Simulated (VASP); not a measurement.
The system is GaP.

```
Ga P
1.0
     0.00000    2.72525    2.72525
     2.72525    0.00000    2.72525
     2.72525    2.72525    0.00000
Ga P
1 1
Direct
  0.00000 0.00000 0.00000
  0.75000 0.75000 0.75000
```

```yaml
Program: VASP 6.6.1
Task: relaxation of cell and atoms
Functional: PBE
Potentials_or_basis: VASP PAW PBE potentials, release 64 (Ga_d, P)
Cutoff: 600 eV
k_mesh: 8 × 8 × 8
Occupations: fermi-dirac, width 0.05 eV
Spin: no spin polarisation
```

At the start: pressure 2.5 GPa; volume 20.24 Å³/atom.

**Question.** Where does the relaxation end?

**Answer.** Over 3 steps the energy falls by 4.6 meV/atom and the volume is 20.86 Å³/atom (+3.0 %); space group F-43m (No. 216, to 0.05 Å).

Step by step:
```
step  energy change (eV)  largest force (eV/Å)  pressure (GPa)  volume (Å³)
   1              0.0000                0.0000            2.46        40.48
   2             -0.0071                0.0000           -1.06        42.33
   3             -0.0092                0.0000            0.00        41.71
```

Final structure:
```cif
data_structure
_symmetry_space_group_name_H-M 'P 1'
_symmetry_Int_Tables_number 1
_cell_length_a 3.8929
_cell_length_b 3.8929
_cell_length_c 3.8929
_cell_angle_alpha 60.000
_cell_angle_beta 60.000
_cell_angle_gamma 60.000
_cell_volume 41.71
loop_
_atom_site_label
_atom_site_type_symbol
_atom_site_fract_x
_atom_site_fract_y
_atom_site_fract_z
_atom_site_occupancy
Ga1 Ga 0.00000 0.00000 0.00000 1
P1 P 0.75000 0.75000 0.75000 1
```
